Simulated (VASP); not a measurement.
The system is ZrSe2.

```
Zr Se
1.0
     3.79800    0.00000    0.00000
    -1.89900    3.28916    0.00000
     0.00000    0.00000    6.19200
Zr Se
1 2
Direct
  0.00000 0.00000 0.00000
  0.33333 0.66667 0.25000
  0.66667 0.33333 0.75000
```

```yaml
Program: VASP 6.6.1
Task: relaxation of cell and atoms
Functional: LDA
Potentials_or_basis: VASP PAW LDA potentials, release 64 (Zr_sv, Se)
Cutoff: 600 eV
k_mesh: 9 × 9 × 5
Occupations: gaussian, width 0.03 eV
Spin: no spin polarisation
```

At the start: pressure -3.0 GPa; volume 25.78 Å³/atom.

Where does the relaxation end?

Over 14 steps the energy falls by 20.3 meV/atom and the volume is 23.42 Å³/atom (-9.2 %); space group P-3m1 (No. 164, to 0.05 Å).

The path:
| step | energy change (eV) | largest force (eV/Å) | pressure (GPa) | volume (Å³) |
| --- | --- | --- | --- | --- |
| 1 | 0.0000 | 0.0474 | -2.98 | 77.35 |
| 2 | -0.0055 | 0.7389 | 3.29 | 72.11 |
| 3 | -0.0297 | 0.3484 | 0.11 | 74.53 |
| 4 | -0.0405 | 0.2221 | -0.04 | 74.06 |
| 5 | -0.0443 | 0.1018 | -0.18 | 73.61 |
| 6 | -0.0443 | 0.0875 | -0.22 | 73.55 |
| 7 | -0.0479 | 0.1007 | -0.04 | 73.03 |
| 8 | -0.0555 | 0.1398 | 0.51 | 71.48 |
| 9 | -0.0517 | 0.1962 | 1.91 | 68.41 |
| 10 | -0.0572 | 0.1786 | 1.02 | 70.37 |
| 11 | -0.0588 | 0.1388 | 0.80 | 70.35 |
| 12 | -0.0610 | 0.0199 | 0.16 | 70.27 |
| 13 | -0.0610 | 0.0028 | 0.06 | 70.26 |
| 14 | -0.0610 | 0.0004 | 0.03 | 70.25 |

Final structure:
```yaml
crystal:
  lattice:
    - [3.69531, 0.00000, 0.00000]
    - [-1.84766, 3.20023, 0.00000]
    - [0.00000, 0.00000, 5.94061]
  atoms:
    - { symbol: Zr, position: [0.00000, 0.00000, 0.00000] }
    - { symbol: Se, position: [0.33333, 0.66667, 0.26704] }
    - { symbol: Se, position: [0.66667, 0.33333, 0.73296] }
```
